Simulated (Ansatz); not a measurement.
ZnS: the gap against volume

ZnS, F-43m, a = 5.443 Å. The compound has several low-lying forms, and this is one of them. Ansatz: PBE, PAW, 420 eV, Γ-centred 10×10×10 mesh on 2 atoms, Gaussian smearing 0.02 eV; no spin polarisation. Symmetry fixes shape and atoms, so the cell is only scaled; x = ln(V/V0) with V0 = 20.157 Å³/atom. The gap is read at the mesh points alone.

| x | gap y (eV) |
| --- | --- |
| -0.0619 | 2.286 |
| -0.0305 | ? |
| 0.0000 | 2.016 |
| 0.0296 | 1.891 |
| 0.0583 | 1.771 |

Question: Fit a straight line to the other rows, give the volume deformation potential of the gap and its pressure coefficient, and predict the missing gap. B0 = 69.5 GPa.

Answer: Means x = 0.006500, y = 1.9910; Σ(Δx)² = 0.007938, ΣΔxΔy = -0.03405; the slope is their ratio. y = 2.0189 − 4.2892 x. The slope is the deformation potential a = dE_g/d ln V = -4.29 eV, and dE_g/dP = −a/B0 = 61.7 meV/GPa. At x = -0.0305 the fit asked for gives 2.150 eV. The run gave 2.148 eV, so the fit is 0.002 eV too high, within the rms miss on the fitted rows (0.002 eV).

Semilocal functionals give gaps under the measured ones; changes of the gap mostly carry over better.